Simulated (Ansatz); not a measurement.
Tb:

```xyz
2
Lattice="3.6010 0.0000 0.0000 -1.8005 3.1186 0.0000 0.0000 0.0000 5.6936" Properties=species:S:1:pos:R:3 pbc="T T T"
Tb    1.8005    1.0395    4.2702
Tb    0.0000    2.0790    1.4234
```

Alike in all runs: program Ansatz 0.2.0; functional PBEsol; potentials or basis Ansatz PAW; cutoff 420 eV (not typed: the program's choice for these potentials); k mesh 9 × 9 × 5; occupations fermi-dirac, width 0.05 eV.

Starts and where they ended:

```tsv
start	free energy over the lowest (meV/atom)	net moment (μB)	site or absolute moments (μB)	gap
no spin polarisation	5201.5	-	-	none (metal or under the smearing width)
collinear spin, antiferromagnetic start of up to 6 μB	0.0	0.00	Tb +5.98, -5.98	none (metal or under the smearing width)
collinear spin, ferrimagnetic start of up to 6 μB	0.0	0.00	Tb +5.98, -5.98	none (metal or under the smearing width)
collinear spin, ferromagnetic start of up to 7.5 μB	17.2	12.05	Tb +5.94	none (metal or under the smearing width)
collinear spin, ferromagnetic start of up to 6 μB	17.2	12.05	Tb +5.94	none (metal or under the smearing width)
collinear spin, random start of up to 4.85 μB	0.0	0.00	Tb -5.98, +5.98	none (metal or under the smearing width)
```

The spin-polarised runs without a constraint all converged, yet they end up to 17 meV/atom apart: a converged run can sit in a state that isn't the lowest. Allowing spin polarisation gains 5201 meV/atom. A still lower state may exist.

Caveats: the magnetic or orbital state may not be the lowest (some runs); spin-orbit coupling is left out, which moves the levels of the heavy elements (some runs); the starting moments weren't kept (some runs).
